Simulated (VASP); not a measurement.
# Mo (Im-3m) in VASP: notebook

The runs below take Mo through relaxation of the atoms, with PBE.

Everything below comes from runs of VASP 6.6.1. Logs are shortened: lines on timing, memory, paths and dates and some standing lists are left out, and cuts for length are marked.

## (1) Starting point

The structure is cubic, space group Im-3m (No. 229). The conventional cell has a = 3.150 Å, b = 3.150 Å, c = 3.150 Å, α = 90.00°, β = 90.00°, γ = 90.00°. Around Mo (site symmetry m-3m) lie 8 Mo at 2.73 Å.

## (2) Relaxation of the atoms, PBE

The input, INCAR:

```
PREC     = Accurate       # precision mode
ENCUT    = 300            # plane-wave cutoff, eV
EDIFF    = 1E-7           # SCF threshold, eV
ISMEAR   = 1              # smearing method
SIGMA    = 0.1            # smearing width, eV
LREAL    = F              # projectors in reciprocal space
LASPH    = T              # aspherical terms in the spheres
NELM     = 80             # most SCF steps
ALGO     = Normal         # electronic algorithm
ISIF     = 2              # what is computed and relaxed
LWAVE    = F              # write WAVECAR
LCHARG   = F              # write CHGCAR
GGA      = PE             # functional
IBRION   = 2              # ionic algorithm
NSW      = 40             # ionic steps
EDIFFG   = -0.01          # ionic threshold
```

The input, KPOINTS:

```
Automatic mesh
0
Gamma
  8 8 8
```

The input, POSCAR:

```
Mo                                      
1.0
   -1.5748858982      1.5748858982      1.5748858982
    1.5748858982     -1.5748858982      1.5748858982
    1.5748858982      1.5748858982     -1.5748858982
  Mo            
     1
Direct
     0.0000000000000000    0.0000000000000000    0.0000000000000000
```

Potentials or basis: VASP PAW PBE potentials, release 64 (Mo).

The run is started by

```console
$ cat potpaw_PBE.64/Mo/POTCAR > POTCAR
$ mpirun -np 1 vasp_std > vasp.out
```

OUTCAR:

```text
PREC = Accurate
   ENCUT = 300
   EDIFF = 1E-7
   ISMEAR = 1
   LREAL = F
   LASPH = T
   NELM = 80
   ISIF = 2
   GGA = PE
   IBRION = 2
   NSW = 40
   EDIFFG = -0.01

 ion  position               nearest neighbor table
   1  0.000  0.000  0.000-

  LATTYP: Found a body centered cubic cell.
 ALAT       =     3.1497717964

  Lattice vectors:

 A1 = (  -1.5748858982,   1.5748858982,   1.5748858982)
 A2 = (   1.5748858982,  -1.5748858982,   1.5748858982)
 A3 = (   1.5748858982,   1.5748858982,  -1.5748858982)

Analysis of symmetry for initial positions (statically):
=====================================================================
 Subroutine PRICEL returns:
 Original cell was already a primitive cell.

 Routine SETGRP: Setting up the symmetry group for a
 body centered cubic supercell.

 Subroutine GETGRP returns: Found 48 space group operations
 (whereof 48 operations were pure point group operations)
 out of a pool of 48 trial point group operations.

The static configuration has the point symmetry O_h .

Analysis of symmetry for dynamics (positions and initial velocities):
=====================================================================
 Subroutine PRICEL returns:
 Original cell was already a primitive cell.

 Routine SETGRP: Setting up the symmetry group for a
 body centered cubic supercell.

 Subroutine GETGRP returns: Found 48 space group operations
 (whereof 48 operations were pure point group operations)
 out of a pool of 48 trial point group operations.

The dynamic configuration has the point symmetry O_h .

 Subroutine INISYM returns: Found 48 space group operations
 (whereof 48 operations are pure point group operations),
 and found     1 'primitive' translations

----------------------------------------------------------------------------------------

                                     Primitive cell

  volume of cell :      15.6245

  direct lattice vectors                    reciprocal lattice vectors
    -1.574885898  1.574885898  1.574885898     0.000000000  0.317483318  0.317483318
     1.574885898 -1.574885898  1.574885898     0.317483318  0.000000000  0.317483318
     1.574885898  1.574885898 -1.574885898     0.317483318  0.317483318  0.000000000

  length of vectors
     2.727782392  2.727782392  2.727782392     0.448989214  0.448989214  0.448989214

  position of ions in fractional coordinates (direct lattice)
     0.000000000  0.000000000  0.000000000

  ion indices of the primitive-cell ions
   primitive index   ion index
                 1           1

----------------------------------------------------------------------------------------

 KPOINTS: Automatic mesh

Automatic generation of k-mesh.
 Grid dimensions read from file:
 generate k-points for:    8    8    8

 Generating k-lattice:

  Cartesian coordinates                     Fractional coordinates (reciprocal lattice)
     0.000000000  0.039685415  0.039685415     0.125000000  0.000000000  0.000000000
     0.039685415  0.000000000  0.039685415     0.000000000  0.125000000  0.000000000
     0.039685415  0.039685415  0.000000000     0.000000000  0.000000000  0.125000000

  Length of vectors
     0.056123652  0.056123652  0.056123652

  Shift w.r.t. Gamma in fractional coordinates (k-lattice)
     0.000000000  0.000000000  0.000000000

 Subroutine IBZKPT returns following result:
 ===========================================

 Found     29 irreducible k-points:

 Following reciprocal coordinates:
            Coordinates               Weight
  0.000000  0.000000  0.000000      1.000000
  0.125000  0.000000  0.000000     12.000000
  0.250000  0.000000  0.000000     12.000000
  0.375000  0.000000  0.000000     12.000000
  0.500000  0.000000  0.000000      6.000000
  0.125000  0.125000  0.000000     24.000000
[... 16 lines left out ...]
 -0.250000  0.250000  0.250000      6.000000
 -0.375000  0.375000  0.250000     24.000000
 [... further k-points ...]
   k-points           NKPTS =     29   k-points in BZ     NKDIM =     29   number of bands    NBANDS=      7
   number of dos      NEDOS =    301   number of ions     NIONS =      1
   total plane-waves  NPLWV =   4096
   dimension x,y,z NGX =    16 NGY =   16 NGZ =   16
   dimension x,y,z NGXF=    32 NGYF=   32 NGZF=   32
   ions per type =               1
   NGX,Y,Z   is equivalent  to a cutoff of   9.75,  9.75,  9.75 a.u.
   NGXF,Y,Z  is equivalent  to a cutoff of  19.50, 19.50, 19.50 a.u.
 SYSTEM =  unknown system
   PREC   = accura    normal or accurate (medium, high low for compatibility)
   ISTART =      0    job   : 0-new  1-cont  2-samecut
   ICHARG =      2    charge: 1-file 2-atom 10-const
   ISPIN  =      1    spin polarized calculation?
   LNONCOLLINEAR =      F non collinear calculations
   LSORBIT =      F    spin-orbit coupling
   LASPH  =      T    aspherical Exc in radial PAW
   ENCUT  =  300.0 eV  22.05 Ry    4.70 a.u.   3.85  3.85  3.85*2*pi/ulx,y,z
   NELM   =     80;   NELMIN=  2; NELMDL= -5     # of ELM steps
   EDIFF  = 0.1E-06   stopping-criterion for ELM
   LREAL  =      F    real-space projection
   EDIFFG = -.1E-01   stopping-criterion for IOM
   NSW    =     40    number of steps for IOM
   IBRION =      2    ionic relax: 0-MD 1-quasi-New 2-CG
   NFREE  =      1    steps in history (QN), initial steepest desc. (CG)
   ISIF   =      2    stress and relaxation
   ISYM   =      2    0-nonsym 1-usesym 2-fastsym
   POTIM  = 0.5000    time-step for ionic-motion
   TEBEG  =    0.0;   TEEND  =   0.0 temperature during run
   PSTRESS=    0.0 pullay stress
   NELECT =       6.0000    total number of electrons
   NUPDOWN=      -1.0000    fix difference up-down
   EMIN   =  10.00;   EMAX   =-10.00  energy-range for DOS
   EFERMI =   0.00;   METHOD = LEGACY
   ISMEAR =     1;   SIGMA  =   0.10  broadening in eV -4-tet -1-fermi 0-gaus
   EFERMI_NEDOS =   21; number of points for ismear=-14 and -15
   IALGO  =     38    algorithm
   IMIX   =      4    mixing-type and parameters
     AMIX     =   0.40;   BMIX     =  1.00
     AMIX_MAG =   1.60;   BMIX_MAG =  1.00
  volume/ion in A,a.u.               =      15.62       105.44
  Fermi-wavevector in a.u.,A,eV,Ry     =   1.189934  2.248649 19.265069  1.415943
  Thomas-Fermi vector in A             =   2.326030
   LORBIT       =      0    0 simple, 1 ext, 2 COOP (PROOUT), +10 PAW based schemes
   GGA     = PE    functional components
   LHFCALC =     F    Hartree Fock is set to
   AEXX    =    0.0000 exact exchange contribution
   IVDW    =     0    specifies the selected vdW correction
   LEPSILON=     F    determine dielectric tensor
   LRPA    =     F    only Hartree local field effects (RPA)
 conjugate gradient relaxation of ions
 non-spin polarized calculation
 Methfessel and Paxton  Order N= 1 SIGMA  =   0.10
  energy-cutoff  :      300.00
  volume of cell :       15.62
 maximum number of plane-waves:       197
   NGX =  7   NGY =  7   NGZ =  7

 number of electron       5.9999997 magnetization

 Free energy of the ion-electron system (eV)
  ---------------------------------------------------
  ext. energy  EPLUGINS =         0.00000000
  ---------------------------------------------------
  free energy    TOTEN  =       -10.92391972 eV

  energy without entropy =      -10.92422781  energy(sigma->0) =      -10.92402242

 E-fermi :   6.6937     XC(G=0): -13.0928

 val. band max:        6.5713020439   @ k =   0.3750   0.1250   0.0000
 cond. band min:       6.6992739957   @ k =  -0.2500   0.2500   0.1250
 fundamental gap:      0.1279719518
 Fermi energy:         6.6937081695

 k-point     1 :       0.0000    0.0000    0.0000
  band No.  band energies     occupation
      1      -0.3793      2.00000
      2       5.4331      2.00000
      3       5.4331      2.00000
      4       5.4331      2.00000
      5       8.4419     -0.00000
      6       8.4419     -0.00000
      7      23.2586      0.00000

 k-point     2 :       0.1250    0.0000    0.0000
  band No.  band energies     occupation
      1       0.2606      2.00000
      2       5.0779      2.00000
      3       5.3548      2.00000
      4       6.0815      2.00000
      5       8.0296     -0.00000
      6       8.4689     -0.00000
      7      23.6029      0.00000

 k-point     3 :       0.2500    0.0000    0.0000
  band No.  band energies     occupation
      1       1.5556      2.00000
      2       4.3186      2.00000
      3       5.2623      2.00000
      4       7.8717     -0.00000
      5       7.9282     -0.00000
      6       8.6210     -0.00000
      7      22.8339      0.00000

 k-point     4 :       0.3750    0.0000    0.0000
  band No.  band energies     occupation
      1       1.7296      2.00000
      2       3.6609      2.00000
      3       6.8272     -0.06769
      4       8.4107     -0.00000
      5       8.9135      0.00000
      6      10.2037      0.00000
      7      20.3523      0.00000

 k-point     5 :       0.5000    0.0000    0.0000
  band No.  band energies     occupation
      1       1.5120      2.00000
      2       3.4110      2.00000
      3       8.4672     -0.00000
      4       8.4697     -0.00000
      5       9.0881      0.00000
      6      11.4906      0.00000
      7      18.4433      0.00000
[... 161 lines left out ...]
 k-point    22 :       0.2500    0.2500    0.2500
  band No.  band energies     occupation
      1       4.1570      2.00000
      2       4.1570      2.00000
      3       4.1570      2.00000
      4       9.2084      0.00000
      5       9.2084      0.00000
      6      16.8074      0.00000
      7      18.5470      0.00000

 k-point    23 :      -0.2500    0.2500    0.2500
  band No.  band energies     occupation
      1       3.0400      2.00000
      2       4.1989      2.00000
      3       6.2065      2.00000
      4       6.2065      2.00000
      5       7.7082     -0.00000
      6      10.2377      0.00000
      7      22.8907      0.00000

 k-point    24 :      -0.3750    0.3750    0.2500
  band No.  band energies     occupation
      1       2.8934      2.00000
      2       3.4457      2.00000
      3       6.2046      2.00000
      4       7.0503     -0.00001
      5       9.6986      0.00000
      6      11.8738      0.00000
      7      20.8852      0.00000

 [... further k-points ...]

------------------------ aborting loop because EDIFF is reached ----------------------------------------

  FORCE on cell =-STRESS in cart. coord.  units (eV):
  Direction    XX          YY          ZZ          XY          YZ          ZX
  --------------------------------------------------------------------------------------
  -------------------------------------------------------------------------------------
  Total        0.0015581      0.0015581      0.0015581      0.0000000     -0.0000000      0.0000000
  in kB        0.1597727      0.1597727      0.1597727      0.0000000     -0.0000000      0.0000000
  external PRESSURE =       0.1597727 kB  Pullay stress =       0.0000000 kB

 VOLUME and BASIS-vectors are now :
 -----------------------------------------------------------------------------
  energy-cutoff  :      300.00
  volume of cell :       15.62
      direct lattice vectors                 reciprocal lattice vectors
    -1.574885898  1.574885898  1.574885898     0.000000000  0.317483318  0.317483318
     1.574885898 -1.574885898  1.574885898     0.317483318  0.000000000  0.317483318
     1.574885898  1.574885898 -1.574885898     0.317483318  0.317483318  0.000000000

 POSITION                                       TOTAL-FORCE (eV/Angst)
 -----------------------------------------------------------------------------------
      0.00000      0.00000      0.00000         0.000000      0.000000      0.000000
 -----------------------------------------------------------------------------------
    total drift:                                0.000000      0.000000     -0.000000

  FREE ENERGIE OF THE ION-ELECTRON SYSTEM (eV)
  ---------------------------------------------------
  free  energy   TOTEN  =       -10.9239197238 eV

  energy  without entropy=      -10.9242278112  energy(sigma->0) =      -10.92402242

 reached required accuracy - stopping structural energy minimisation
```

Wall time 4.1 s (1 thread of Intel Xeon Platinum 8488C (Sapphire Rapids), shared host); peak memory 0.11 GiB.

Results:

| Quantity | Value |
| --- | --- |
| Free energy | -10.9239 eV |
| Pressure after relaxing | 0.0 GPa |
| Band gap on the k mesh | none (metal or under the smearing width) |

Final structure:
```cif
data_structure
_symmetry_space_group_name_H-M 'P 1'
_symmetry_Int_Tables_number 1
_cell_length_a 2.7278
_cell_length_b 2.7278
_cell_length_c 2.7278
_cell_angle_alpha 109.471
_cell_angle_beta 109.471
_cell_angle_gamma 109.471
_cell_volume 15.62
loop_
_atom_site_label
_atom_site_type_symbol
_atom_site_fract_x
_atom_site_fract_y
_atom_site_fract_z
_atom_site_occupancy
Mo1 Mo 0.00000 0.00000 0.00000 1
```

Caveat: the relaxation stopped at its first step, so nothing moved.

## (3) Relaxation of the atoms, PBE (a relaxed cell with its volume scaled by 1.02)

INCAR is that of step 2.

KPOINTS is that of step 2.

The input, POSCAR:

```
Mo                                      
1.0
   -1.5853159101      1.5853159101      1.5853159101
    1.5853159101     -1.5853159101      1.5853159101
    1.5853159101      1.5853159101     -1.5853159101
  Mo            
     1
Direct
     0.0000000000000000    0.0000000000000000    0.0000000000000000
```

Potentials or basis: VASP PAW PBE potentials, release 64 (Mo).

The run is started by

```console
$ cat potpaw_PBE.64/Mo/POTCAR > POTCAR
$ mpirun -np 1 vasp_std > vasp.out
```

It took 4.6 s on 1 thread of Intel Xeon Platinum 8488C (Sapphire Rapids), shared host; peak memory 0.1 GiB.

It converged, with:

* Free energy: -10.9195 eV
* Pressure after relaxing: -5.2 GPa
* Band gap on the k mesh: none (metal or under the smearing width)

Final structure:
```xyz
1
Lattice="-1.5853 1.5853 1.5853 1.5853 -1.5853 1.5853 1.5853 1.5853 -1.5853" Properties=species:S:1:pos:R:3 pbc="T T T"
Mo    0.0000    0.0000    0.0000
```

Levels at points of the mesh, in eV from the Fermi level:
| k point | band 1 | band 2 | band 3 | band 4 | band 5 | band 6 | band 7 |
| --- | --- | --- | --- | --- | --- | --- | --- |
| (0.00, 0.00, 0.00) | -7.01 | -1.24 | -1.24 | -1.24 | 1.70 | 1.70 | 16.48 |
| (0.50, 0.00, 0.00) | -5.07 | -3.20 | 1.70 | 1.71 | 2.32 | 4.65 | 11.43 |
| (0.50, 0.50, 0.50) | -5.15 | -5.15 | 3.92 | 3.92 | 3.92 | 9.37 | 9.37 |

Caveat: the relaxation stopped at its first step, so nothing moved.

[end of part 1 of 2]
